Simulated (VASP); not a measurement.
A run of VASP 6.6.1 is set up as follows.

INCAR

```
SYSTEM = Ni2Ge
ALGO = Fast
EDIFF = 1E-4
EDIFFG = -0.08
ENCUT = 520
GGA = PE
IBRION = 2
ISIF = 3
ISMEAR = 0
ISPIN = 2
LASPH = .TRUE.
LCHARG = .FALSE.
LMAXMIX = 4
LORBIT = 11
LREAL = .FALSE.
LWAVE = .FALSE.
MAGMOM = 1 1 0
NELM = 60
NSW = 24
PREC = Normal
SIGMA = 0.15
```

File KPOINTS:

```
k-points
0
G
  8 8 4
  0 0 0
```

POSCAR

```
Ni2Ge
1.0
    2.9303752600      0.0000000000      0.0000000000
   -1.4651876300      2.5377794200      0.0000000000
    0.0000000000      0.0000000000      4.8177354700
Ni Ge
2 1
Direct
    0.3333333300      0.6666666700      0.2500000000
    0.6666666700      0.3333333300      0.7500000000
    0.0000000000      0.0000000000      0.0000000000
```

Potentials or basis: VASP PAW PBE potentials, release 64 (Ni, Ge_d).

Command:

```sh
$ cat potpaw_PBE.64/Ni/POTCAR potpaw_PBE.64/Ge_d/POTCAR > POTCAR
$ mpirun -np 1 vasp_std > vasp.out
```

Task: Predict the net moment.

Result: 0.00 μB per cell.

Task: What does it give for the relaxed cell?

Result: a = 2.763 Å, b = 2.763 Å, c = 5.670 Å, α = 90.00°, β = 90.00°, γ = 120.00°.

Task: Estimate the relaxed volume.

Result: 12.50 Å³/atom.

Final structure:
```
Ni Ge
1.0
     2.76312    0.00000    0.00000
    -1.38156    2.39293    0.00000
     0.00000    0.00000    5.66966
Ni Ge
2 1
Direct
  0.33333 0.66667 0.32776
  0.66667 0.33333 0.67224
  0.00000 0.00000 0.00000
```
